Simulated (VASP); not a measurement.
# SnO₂: optical spectrum of independent particles, by functional and spin-orbit coupling

SnO₂, R-3m (no. 166), 3 atoms in the cell.

| Functional | Spin-orbit coupling | ε at zero frequency, electronic | Mean energy of the absorption, weighted by Im ε (eV) | Refractive index at 1064 nm | Direct gap on the mesh (eV) | Time (s) |
|---|---|---|---|---|---|---|
| PBE | no | 4.22 | 10.08 | 2.09 | 2.03 | 21 |
| LDA | no | 4.38 | 9.91 | 2.13 | 1.90 | 19 |
| PBEsol | no | 4.30 | 10.01 | 2.11 | 1.97 | 20 |
| r2SCAN | no | 3.76 | 10.77 | 1.96 | 2.54 | 126 |
| AM05 | no | 4.24 | 10.08 | 2.09 | 2.05 | 28 |
| PBE | yes | 4.22 | 10.08 | 2.09 | 2.03 | 90 |

Limits: The 6×6×6 mesh is coarse for a spectrum: peaks stand apart that a denser mesh merges, and ε at zero frequency can be far too high; rows 1, 2, 3, 4, 5: spin-orbit coupling is left out, which can matter with atoms this heavy; the pull between electron and hole is left out; the onset follows the functional's gap, which semilocal functionals usually make too small; ε is the mean of a tensor that differs by direction.

## Input of the first row

INCAR:
```
SYSTEM = SnO2
  PREC = Accurate
  ENCUT = 460
  ISMEAR = 0
  SIGMA = 0.02
  EDIFF = 1E-7
  LASPH = .TRUE.
  KPAR = 4
  LWAVE = .TRUE.
  LCHARG = .FALSE.
  LOPTICS = .TRUE.
  ALGO = Normal
  NBANDS = 33
  NEDOS = 2000
  CSHIFT = 0.1
  GGA = PE
```

KPOINTS:
```
k-points
0
Gamma
  6 6 6
```

POSCAR:
```
SnO2
1.0
    1.6170930752      0.9336291223      4.8005925840
   -1.6170930752      0.9336291223      4.8005925840
    0.0000000000     -1.8672582446      4.8005925840
Sn O
1 2
Direct
    0.5000000000      0.5000000000      0.5000000000
    0.7628300000      0.7628300000      0.7628300000
    0.2371700000      0.2371700000      0.2371700000
```

Commands:
```
cat potpaw_PBE.64/Sn_d/POTCAR potpaw_PBE.64/O/POTCAR > POTCAR
mpirun -np 4 vasp_std > vasp.out
```

Changes of the last row against the first:
```
- NBANDS = 33
+ NBANDS = 66
+ LSORBIT = True
+ MAGMOM = 9*0
+ GGA_COMPAT = False
- vasp_std
+ vasp_ncl
```

VASP 6.6.1 took 21 s on 4 cores (AMD EPYC 9R45 (Zen 5)), a shared host.
